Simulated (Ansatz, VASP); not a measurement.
**One calculation of Ti, two programs**

```xyz
3
Lattice="4.4741 0.0000 0.0000 -2.2371 3.8747 0.0000 0.0000 0.0000 2.7685" Properties=species:S:1:pos:R:3 pbc="T T T"
Ti    2.2371    1.2916    1.3843
Ti    0.0000    2.5831    1.3843
Ti    0.0000    0.0000    0.0000
```

Change from the starting cell: volume scaled by 0.94.

Alike in both runs: task single point; functional LDA; k mesh 7 × 7 × 9; occupations fermi-dirac, width 0.05 eV; no spin polarisation.

|  | VASP | Ansatz |
| --- | --- | --- |
| version | VASP 6.6.1 | Ansatz 0.2.0 |
| potentials or method | VASP PAW LDA potentials, release 64 (Ti_sv), cutoff 520 eV | all-electron LAPW, scalar-relativistic |

```csv
,VASP,Ansatz,Ansatz less VASP
gap on the k mesh at the Fermi level (eV),none,none,-
pressure (GPa),-1.4,-1.2,+0.25
largest component of the traceless stress (GPa),0.58,0.60,+0.019
```

A gap of «none» marks a metal or a gap that the smearing closes. Ansatz ran all-electron here, so the differences hold the error of VASP's frozen core and of both bases.
